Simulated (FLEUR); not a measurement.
Crystal: MgSe.

```
CELL_PARAMETERS angstrom
0.00000 2.72550 2.72550
2.72550 0.00000 2.72550
2.72550 2.72550 0.00000
ATOMIC_POSITIONS crystal
Se 0.50000 0.50000 0.50000
Mg 0.00000 0.00000 0.00000
```

Base run:

```yaml
Program: FLEUR MaX-R8.1 (later development tree)
Functional: PBEsol
Potentials_or_basis: all-electron
Basis: FLAPW
Kmax: 4.38 1/bohr
k_mesh: 8 × 8 × 8
Occupations: fermi-dirac, width 0.05 eV
Spin: no spin polarisation
```

Its results: band gap on the k mesh 1.77 eV, indirect (least direct gap 2.50 eV).

**Question.** The run is repeated on the same cell with these changes: functional from PBEsol to r2SCAN. What comes out?

**Answer.** Band gap on the k mesh 2.49 eV, indirect (least direct gap 3.51 eV).

r2SCAN gives the wider gap, since meta-GGAs in the generalised Kohn-Sham scheme recover part of the derivative discontinuity.

Caveats: the meta-GGA is that of a development version, with a GGA for the radial functions and cores and without core tails (some runs).
